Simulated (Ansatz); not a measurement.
Runs of Ansatz 0.2.0 on CuCl2. The structure is tetragonal, space group I4/mmm (No. 139). Conventional cell: a = 4.510 Å, b = 4.510 Å, c = 13.720 Å, α = 90.00°, β = 90.00°, γ = 90.00°. Cu (site symmetry 4/mmm) is surrounded by 4 Cl at 2.25 Å. Cl (site symmetry mmm) has 2 Cu at 2.25 Å as nearest neighbours. Measurements of this composition are mostly on another form, of space group No. 12.

```csv
level,gap on the mesh (eV),pressure (GPa),relaxed volume (Å³/atom)
r2SCAN+D3(BJ)-ATM,none,0.0,24.51
r2SCAN+D4,none,0.0,(a)
r2SCAN+D3(BJ),none,0.0,24.29
r2SCAN,none,0.0,46.10
```

Alike in all rows: task relaxation of cell and atoms; potentials or basis Ansatz PAW; no spin polarisation; cell relaxed; k mesh 8 × 8 × 8; cutoff (eV) 500; smearing fermi-dirac 0.05 eV.

Task: Fill in the values left out.

Result: (a) 24.56.

Caveats: the plane-wave basis is chosen anew once the cell has moved, so the energies of steps on either side of that aren't comparable; an odd number of electrons without spin polarisation forces a metal; a magnetic or distorted state may lie lower; the run has no spin polarisation, though such a crystal can be magnetic; semilocal functionals often make such compounds metallic where correlation or magnetic order opens a gap, which also shifts bond lengths; the PAW data sets come from PBE, with cores solved anew for the run's functional, which leaves a small shift of forces and pressure; the volume moved by over 15 % at a fixed basis, so the end points are rough (some runs).

A gap of «none» marks a metal or a gap under the smearing width.
